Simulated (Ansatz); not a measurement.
ZrO₂ in the fluorite structure, 3 atoms and 24 valence electrons in a cell of about 33 Å³, was run 9 times in the plane-wave code Ansatz, each time on 1 × NVIDIA H100 80GB HBM3 with 2 threads of AMD EPYC 7R13 Processor (Zen 3), with other jobs on the host. The times are single readings and vary with the host's load.

```csv
run,k mesh,irreducible k,cutoff (eV),plane waves,bands,SCF iterations,wall time,peak host memory (GiB)
"G0W0, PBE, 74 empty bands, 100 eV",6×6×6,16,420,645,16,6,23 s,1.4
"G0W0, PBE, 180 empty bands, 180 eV",6×6×6,16,420,645,16,6,18 s,1.5
"G0W0, PBE, 350 empty bands, 260 eV",6×6×6,16,420,645,16,6,29 s,1.8
"G0W0, HSE06, 180 empty bands, 180 eV",6×6×6,16,420,645,16,14,51 s,1.7
"G0W0, r2SCAN, 180 empty bands, 180 eV",6×6×6,16,500,869,16,6,22 s,1.6
"G0W0, PBE0, 180 empty bands, 180 eV",6×6×6,16,420,645,16,13,42 s,1.7
"G0W0, PBE, 180 empty bands, 180 eV, plasmon pole",6×6×6,16,420,645,16,6,24 s,1.9
"G0W0, PBE, 53 empty bands, 80 eV",8×8×8,29,420,645,16,6,55 s,1.4
"G0W0, PBE, 180 empty bands, 180 eV, norm-conserving",6×6×6,16,1240,3287,16,9,23 s,1.6
```

The slowest run (G0W0, PBE, 53 empty bands, 80 eV) took about 3 times as long as the quickest (G0W0, PBE, 180 empty bands, 180 eV).
